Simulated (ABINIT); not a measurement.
**InP (F-43m): G0W0 with and without spin-orbit coupling**

Wanted: the effect of spin-orbit coupling on the quasiparticle gap of InP (F-43m).

Method: PBE and many-body steps on it, plane waves, in ABINIT 10.8.3.

Report form: the programs' logs are mostly left out.

## 1. Starting point

Symmetry: F-43m, No. 216, cubic system. Conventional cell: a = 5.869 Å, b = 5.869 Å, c = 5.869 Å, α = 90.00°, β = 90.00°, γ = 90.00°. Nearest to In lie 4 P at 2.54 Å. Nearest to P lie 4 In at 2.54 Å. Farther neighbours are not listed.

The cell and positions come from the Crystallography Open Database and are kept as given unless a step says otherwise.

## 2. Empty states on the mesh, 4×4×4 mesh, 134 bands

This step: ABINIT 10.8.3; DFT, PBE, plane waves, norm-conserving pseudopotentials.

The sums over transitions need many empty states on a uniform mesh; this step solves for them.

run.abi

```
acell 3*1.0 Angstrom
rprim 
  -0.000000000000 2.934350000000 2.934350000000
  2.934350000000 -0.000000000000 2.934350000000
  2.934350000000 2.934350000000 -0.000000000000
ntypat 2
znucl 49 15
natom 2
typat 1 2
xred 
  0.000000000000 0.000000000000 0.000000000000
  0.250000000000 0.250000000000 0.250000000000
pp_dirpath "pseudos"
pseudos "In.upf, P.upf"
ecut 33
ngkpt 4 4 4
nshiftk 1
shiftk 0 0 0
kptopt 1
chksymbreak 0
irdden 1
istwfk *1
nband 134
prtvol 0
optdriver 6
gwr_task "HDIAGO"
paral_kgb 0
occopt 1
indata_prefix "in"
outdata_prefix "out"
tmpdata_prefix "tmp"
```

Launch:

```
> OMP_NUM_THREADS=1 mpirun -n 4 abinit run.abi > log
```

It took 52 s on 4 MPI ranks of Arm Neoverse V1, shared host; peak memory 2.3 GiB; 3.5 min of CPU time.

This step gave:

```
gap                                                           : 0.6876 eV
k of the valence top                                          : 0, 0, 0
k of the conduction bottom                                    : 0, 0, 0
least direct gap                                              : 0.6876 eV
k points computed                                             : 8
lowest point of the top converged band, above the valence top : 89.0061 eV
```

On this mesh the gap is 0.688 eV.

The density comes from a self-consistent run that is not shown.

## 3. Screening, 4×4×4 mesh, 126 bands, screening to 182.3 eV

The RPA dielectric matrix is built and inverted for each q.

This step: RPA screening on PBE, plane waves, norm-conserving pseudopotentials.

Changes to run.abi since step 2:

```diff
@@ -20,10 +20,11 @@
 chksymbreak 0
-irdden 1
 istwfk *1
-nband 134
-prtvol 0
-optdriver 6
-gwr_task "HDIAGO"
-paral_kgb 0
 occopt 1
+irdwfk 1
+optdriver 3
+nband 126
+ecuteps 6.7
+inclvkb 0
+awtr 1
+symchi 1
 indata_prefix "in"
```

It took 46 s on 4 MPI ranks; peak memory 0.91 GiB.

This step gave:

- ε∞ with local fields, on this mesh, along the program's q direction: 50.50
- the same without local fields: 53.31
- plasma frequency: 26.64 eV
- plane waves in the screening matrix: 283

Local fields lower ε∞ by 5 %. On a Γ-centred mesh this coarse the value itself is usually too large, while a short band sum pulls it down.

## 4. Scalar-relativistic

The self-energy is evaluated for the states that the input lists, and the levels follow from it, in one-shot runs by the linearised quasiparticle equation.

This step: G0W0 on PBE, plane waves, norm-conserving pseudopotentials.

Changes to run.abi since step 3:

```diff
@@ -23,8 +23,19 @@
 irdwfk 1
-optdriver 3
+optdriver 4
 nband 126
+gwcalctyp 0
+ecutsigx 33
+symsigma 1
+nkptgw 3
+kptgw 
+  0.0000000000 0.0000000000 0.0000000000
+  0.5000000000 0.0000000000 0.0000000000
+  0.5000000000 0.5000000000 0.0000000000
+bdgw 
+  11 17
+  12 16
+  12 15
 ecuteps 6.7
-inclvkb 0
-awtr 1
-symchi 1
+irdscr 1
+ppmodel 1
 indata_prefix "in"
```

Elapsed: 26 s, on 4 MPI ranks; peak memory 0.97 GiB.

This step gave:

```
G0W0 gap on the points computed              : 1.342 eV
starting gap on the mesh                     : 0.6876 eV
k of the valence top                         : 0, 0, 0
k of the conduction bottom                   : 0, 0, 0
Z at the valence top                         : 0.778
Z at the conduction bottom                   : 0.793
least direct G0W0 gap on the computed points : 1.342 eV
```

The gap on the mesh goes from 0.69 eV to 1.34 eV, a correction of +0.65 eV.

## 5. Empty states on the mesh, 4×4×4 mesh, 276 bands

This step: DFT, PBE with spin-orbit coupling, plane waves, norm-conserving pseudopotentials.

run.abi

```
acell 3*1.0 Angstrom
rprim 
  -0.000000000000 2.934350000000 2.934350000000
  2.934350000000 -0.000000000000 2.934350000000
  2.934350000000 2.934350000000 -0.000000000000
ntypat 2
znucl 49 15
natom 2
typat 1 2
xred 
  0.000000000000 0.000000000000 0.000000000000
  0.250000000000 0.250000000000 0.250000000000
pp_dirpath "pseudos"
pseudos "In.upf, P.upf"
ecut 33
nspinor 2
ngkpt 4 4 4
nshiftk 1
shiftk 0 0 0
kptopt 1
chksymbreak 0
iscf -2
irdden 1
istwfk *1
nband 276
nbdbuf 24
tolwfr 1e-09
nstep 60
prtvol 0
indata_prefix "in"
outdata_prefix "out"
tmpdata_prefix "tmp"
```

Elapsed: 3.8 min, on 4 MPI ranks; peak memory 0.57 GiB.

This step gave:

```
gap                                                           : 0.6604 eV
k of the valence top                                          : 0, 0, 0
k of the conduction bottom                                    : 0, 0, 0
least direct gap                                              : 0.6604 eV
k points computed                                             : 8
lowest point of the top converged band, above the valence top : 88.9853 eV
```

On this mesh the gap is 0.660 eV.

The density comes from a self-consistent run that is not shown, made with spin-orbit coupling and fully relativistic files.

## 6. Screening, 4×4×4 mesh, 252 bands, screening to 182.3 eV

This step: RPA screening on PBE with spin-orbit coupling, plane waves, norm-conserving pseudopotentials.

Changes to run.abi since step 5:

```diff
@@ -21,10 +21,11 @@
 chksymbreak 0
-iscf -2
-irdden 1
 istwfk *1
-nband 276
-nbdbuf 24
-tolwfr 1e-09
-nstep 60
-prtvol 0
+occopt 1
+irdwfk 1
+optdriver 3
+nband 252
+ecuteps 6.7
+inclvkb 0
+awtr 1
+symchi 1
 indata_prefix "in"
```

Run time: 6.3 min. Hardware: 4 MPI ranks; peak memory 2.7 GiB; 25 min of CPU time.

Numbers from this step:

| Item | Value |
| --- | --- |
| ε∞ with local fields, on this mesh, along the program's q direction | 50.46 |
| the same without local fields | 53.26 |
| plasma frequency | 26.64 eV |
| plane waves in the screening matrix | 283 |

## 7. With spin-orbit coupling

This step: G0W0 on PBE with spin-orbit coupling, plane waves, norm-conserving pseudopotentials.

Changes to run.abi since step 6:

```diff
@@ -24,8 +24,19 @@
 irdwfk 1
-optdriver 3
+optdriver 4
 nband 252
+gwcalctyp 0
+ecutsigx 33
+symsigma 0
+nkptgw 3
+kptgw 
+  0.0000000000 0.0000000000 0.0000000000
+  0.5000000000 0.0000000000 0.0000000000
+  0.5000000000 0.5000000000 0.0000000000
+bdgw 
+  23 30
+  23 30
+  23 30
 ecuteps 6.7
-inclvkb 0
-awtr 1
-symchi 1
+irdscr 1
+ppmodel 1
 indata_prefix "in"
```

It took 14 min on 4 MPI ranks; peak memory 2.4 GiB.

This step gave:

```
G0W0 gap on the points computed              : 1.315 eV
starting gap on the mesh                     : 0.6604 eV
k of the valence top                         : 0, 0, 0
k of the conduction bottom                   : 0, 0, 0
Z at the valence top                         : 0.778
Z at the conduction bottom                   : 0.793
least direct G0W0 gap on the computed points : 1.315 eV
```

Against G0W0 in ABINIT (4×4×4 mesh, 126 bands, screening to 182.3 eV, Godby-Needs plasmon pole), the gap moves by −0.027 eV.

## 8. Side by side

Times are wall times on 4 MPI ranks of Arm Neoverse V1, shared host, good to a factor of about two. A run's time includes the screening step that it read.

```
                     run   mesh  bands  screening cutoff (eV)  DFT gap (eV)  gap on the mesh (eV)  direct (eV)  ε∞ used    time
     scalar-relativistic  4×4×4    126                  182.3         0.688                 1.342        1.342    50.50    72 s
with spin-orbit coupling  4×4×4    252                  182.3         0.660                 1.315        1.315    50.46  20 min
```

## 9. Results

```json
{
  "scalar-relativistic": "1.342 eV",
  "with spin-orbit coupling": "1.315 eV",
  "known limits": "not at the basis limit; mesh may overstate the screening; screening head approximate; no spin-orbit coupling in some runs; coarse k mesh"
}
```

With spin-orbit coupling: −0.027 eV against scalar-relativistic, −0.027 eV of it in the start. Bands and cutoff are finite, so the gap is not at the basis limit. The miss can reach some tenths of an eV and take either sign; the mesh is an error of its own. In the G0W0 runs levels were corrected at 3 k points alone, so a gap called «on the mesh» is the least over those, and an edge elsewhere would be missed. The 4×4×4 mesh is coarse for this cell, which bears on the long-range parts of exchange and screening. The RPA ε∞ on this mesh reaches over 25; with a narrow direct gap a coarse mesh can overstate it, and the correction is then too small. The long-wavelength limit of the screening leaves out the non-local commutator, which shifts ε∞.

[Paths, hosts, dates, memory and timing lines, banners, echoed tables and standing remarks are left out of the program output.]

[Logs are printed without paths, hosts, clocks, repeated set-up lines and the standing remarks that a program may print on its own settings, such as how far it seeks lower states.]

[Runs of the session that timed out or met a known fault of the program may be left out.]

[Hosts, paths, dates, database ids (printed as entryN), source tags and the programs' standing remarks are cut or masked in the printed files.]

[G0W0 gaps are taken among the corrected bands and points alone; a level outside them can change the order at an edge.]

[Where Ansatz stands beside ABINIT at settings called matched, ABINIT's density can come from a denser mesh and the files from another edition; pairs whose starting gaps differed by over 0.03 eV were left out, so agreement reads better than it is.]
